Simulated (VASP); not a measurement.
Elastic constants (GPa) of a crystal from PBE GGA, VASP's PBE PAW potentials (set 64) (VASP):

|  | xx | yy | zz | yz | xz | xy |
|---|---|---|---|---|---|---|
| xx | 64.1 | 34.7 | 34.7 | 0.0 | 0.0 | 0.0 |
| yy | 34.7 | 64.1 | 34.7 | 0.0 | 0.0 | 0.0 |
| zz | 34.7 | 34.7 | 64.1 | 0.0 | 0.0 | 0.0 |
| yz | 0.0 | 0.0 | 0.0 | 29.8 | 0.0 | 0.0 |
| xz | 0.0 | 0.0 | 0.0 | 0.0 | 29.8 | 0.0 |
| xy | 0.0 | 0.0 | 0.0 | 0.0 | 0.0 | 29.8 |

Question: Work out the Voigt, Reuss and Hill moduli, Young's modulus and Poisson's ratio.

Answer: All eigenvalues are positive (smallest 29.4 GPa), so the crystal is stable. K_V = (C11+C22+C33+2(C12+C13+C23))/9 = (192.3 + 2×104.1)/9 = 44.5 GPa; G_V = (192.3 − 104.1 + 3×89.4)/15 = 23.8 GPa. From the compliances, K_R = 44.5 GPa and G_R = 21.1 GPa. Hill: K = 44.5 GPa, G = 22.4 GPa, E = 9KG/(3K+G) = 57.6 GPa, ν = (3K−2G)/(2(3K+G)) = 0.284. K/G = 1.98, above Pugh's 1.75; universal anisotropy A^U = 0.62.

Question: With a density of 5.44 g/cm³, what are the mean sound speeds?

Answer: v_l = √((K+4G/3)/ρ) = 3.70 km/s and v_t = √(G/ρ) = 2.03 km/s. The crystal is ZnTe (zinc blende), cubic.

The compound is ZnTe in the zinc blende structure. It was relaxed first.
